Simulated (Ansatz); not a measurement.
# BN: from Born charge to LO–TO splitting and polaron coupling

These are results of DFT PBE, scalar-relativistic, plane waves, PAW in Ansatz 0.2.0, not measurements. Cutoff 420 eV, 12×12×12 k-points (Γ-centred), fixed occupations. No spin polarisation. Phonons by linear response, acoustic sum rule imposed.

Relaxed structure:
```
B N
1.0
     0.00000    1.81234    1.81234
     1.81234    0.00000    1.81234
     1.81234    1.81234    0.00000
B N
1 1
Direct
  0.00000 0.00000 0.00000
  0.75000 0.75000 0.75000
```

Linear response gives ν_TO = 1026.5 cm⁻¹, Born charges ±1.914 e (positive on B) and ε∞ = 4.614. The primitive cell holds 11.906 Å³, and the masses are 10.810 and 14.007 amu.

Question: Find ν_LO and the static dielectric constant.

Answer: The long-wave field adds a restoring force: ω_LO² − ω_TO² = Z*²e²/(ε_vac ε∞ μV). In these units ν_LO² − ν_TO² = 4.92064×10⁷ Z*²/(μ V ε∞) cm⁻², with μ = m₁m₂/(m₁ + m₂) = 6.101 amu: 537968 cm⁻². So ν_LO = √(1026.5² + 537968) = 1261.6 cm⁻¹, and the run gives 1261.6. Lyddane–Sachs–Teller then gives ε0 = ε∞ (ν_LO/ν_TO)² = 6.97, against 6.97 in the run (it forms both from the same three quantities, so the match checks the arithmetic only). Between ν_TO and ν_LO the dielectric function is negative and an undamped crystal reflects fully: a reststrahlen band from 7.9 to 9.7 μm.

Question: What do the Clausius–Mossotti polarisability and the Szigeti charge come to?

Answer: With the Lorentz local field, α = (3V/4π)(ε∞ − 1)/(ε∞ + 2) = 1.55 Å³ for the pair, and e_S = 3Z*/(ε∞ + 2) = 0.87 e. The Born charge includes the electrons' response to the dipole's own local field, and e_S takes that enhancement out. The Lorentz field assumes point-like polarisable ions, a poor picture once ε∞ is this large, since the electron clouds then overlap or are shared, so both numbers are formal here.

Question: How strongly does a slow electron couple to the LO mode?

Answer: For one isotropic parabolic band, Fröhlich's constant is α_F = (1/ε∞ − 1/ε0) √(m* Ry/ħω_LO), with Ry = 13.606 eV, ħω_LO = 156.4 meV and m* in free-electron masses: α_F = 0.0732 × 9.33 × √m* = 0.68 √m*. The band mass isn't part of this run; for m* = 0.1, 0.3 and 1 it gives 0.22, 0.37, 0.68. In weak coupling the polaron lies α_F ħω_LO below the band edge (59 meV at m* = 0.3) with a mass m*(1 + α_F/6); past α_F of about 5 or 6 that expansion fails. A semilocal functional's ε∞ tends to be too large, which taken alone lowers α_F.

Cost: 1 run of about 0.21 core-minutes, on Intel Xeon Platinum 8259CL (Skylake/Cascade Lake) (shared hosts).

Zinc-blende BN combines a stiff covalent network with marked bond polarity. Short sp³ bonds between light atoms put the TO mode at 1026.5 cm⁻¹, while the Born charge of 1.914 e reflects the charge that flows along the polar bonds as the sublattices move; it is not a static ionic charge. The wide LO–TO splitting owes much to the small reduced mass and compact cell, and so isn't by itself a measure of ionicity.

The static lattice response doesn't depend on the masses: it weighs the Born charge against the force constant. The stiff bonds therefore limit the rise from ε∞ = 4.614 to ε0 = 6.97, and electrons provide most of the screening. This modest ionic contribution, together with the high LO energy, keeps the Fröhlich coupling weak to moderate for all three trial masses.

Real carriers need more than this one-band estimate, since cubic BN has anisotropic conduction valleys near X and a degenerate valence-band top.
